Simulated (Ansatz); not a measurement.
Level of theory: Ansatz, DFT PBE, scalar-relativistic, plane waves, PAW. All cells share a 420 eV cutoff and Γ-centred k meshes spaced at most about 0.3 Å⁻¹ (about 0.25 or finer for metals, 2π included). No spin polarisation in the final relaxations.

All energies are static (0 K, no zero-point motion). Lower structures may exist.

**Question.** Order these relaxed structures of SiNi₃ by energy, lowest first, with the energy over the lowest of them.
A.

```cif
data_structure
_symmetry_space_group_name_H-M 'Im-3m'
_symmetry_Int_Tables_number 229
_cell_length_a 4.6699
_cell_length_b 4.6699
_cell_length_c 4.6699
_cell_angle_alpha 90.000
_cell_angle_beta 90.000
_cell_angle_gamma 90.000
_cell_volume 101.84
loop_
_atom_site_label
_atom_site_type_symbol
_atom_site_symmetry_multiplicity
_atom_site_Wyckoff_symbol
_atom_site_fract_x
_atom_site_fract_y
_atom_site_fract_z
_atom_site_occupancy
Si1 Si 2 a 0.00000 0.00000 0.00000 1
Ni1 Ni 6 b 0.50000 0.00000 0.00000 1
```

B.

```cif
data_structure
_symmetry_space_group_name_H-M 'Pm-3m'
_symmetry_Int_Tables_number 221
_cell_length_a 3.5063
_cell_length_b 3.5063
_cell_length_c 3.5063
_cell_angle_alpha 90.000
_cell_angle_beta 90.000
_cell_angle_gamma 90.000
_cell_volume 43.11
loop_
_atom_site_label
_atom_site_type_symbol
_atom_site_symmetry_multiplicity
_atom_site_Wyckoff_symbol
_atom_site_fract_x
_atom_site_fract_y
_atom_site_fract_z
_atom_site_occupancy
Si1 Si 1 a 0.00000 0.00000 0.00000 1
Ni1 Ni 3 c 0.00000 0.50000 0.50000 1
```

C.

```cif
data_structure
_symmetry_space_group_name_H-M 'P-6m2'
_symmetry_Int_Tables_number 187
_cell_length_a 3.9086
_cell_length_b 3.9086
_cell_length_c 4.2014
_cell_angle_alpha 90.000
_cell_angle_beta 90.000
_cell_angle_gamma 120.000
_cell_volume 55.59
loop_
_atom_site_label
_atom_site_type_symbol
_atom_site_symmetry_multiplicity
_atom_site_Wyckoff_symbol
_atom_site_fract_x
_atom_site_fract_y
_atom_site_fract_z
_atom_site_occupancy
Si1 Si 1 a 0.00000 0.00000 0.00000 1
Ni1 Ni 1 e 0.66667 0.33333 0.00000 1
Ni2 Ni 1 b 0.00000 0.00000 0.50000 1
Ni3 Ni 1 d 0.33333 0.66667 0.50000 1
```

D.

```cif
data_structure
_symmetry_space_group_name_H-M 'R-3m:H'
_symmetry_Int_Tables_number 166
_cell_length_a 4.7421
_cell_length_b 4.7421
_cell_length_c 10.8911
_cell_angle_alpha 90.000
_cell_angle_beta 90.000
_cell_angle_gamma 120.000
_cell_volume 212.10
loop_
_atom_site_label
_atom_site_type_symbol
_atom_site_symmetry_multiplicity
_atom_site_Wyckoff_symbol
_atom_site_fract_x
_atom_site_fract_y
_atom_site_fract_z
_atom_site_occupancy
Si1 Si 3 a 0.00000 0.00000 0.00000 1
Ni1 Ni 9 d 0.16667 0.33333 0.83333 1
```

**Answer.** B (0 meV/atom), A (729 meV/atom), C (805 meV/atom), D (990 meV/atom). Forms: B Cu3Au (L1_2) type, Pm-3m; A Im-3m; C P-6m2; D R-3m. Counting Ni atoms around Si (those within 1.25 times the shortest such distance or 1.15 times the sum of covalent radii, 1.27 where that leaves under three): B has Si 12; A has Si 6; C has Si 5; D has Si 6.

The Pm-3m cell at 10.8 Å³/atom was relaxed from a cell as deposited in COD. Trial moments died out on the coarse mesh in Pm-3m, Im-3m, P-6m2 and R-3m; another magnetic start might hold. With atoms moved at random, Pm-3m came back. Other cells relaxed within their symmetry can be saddle points. Some structure types and database cells were kept out of the candidates from the start, so a known form may be missing.
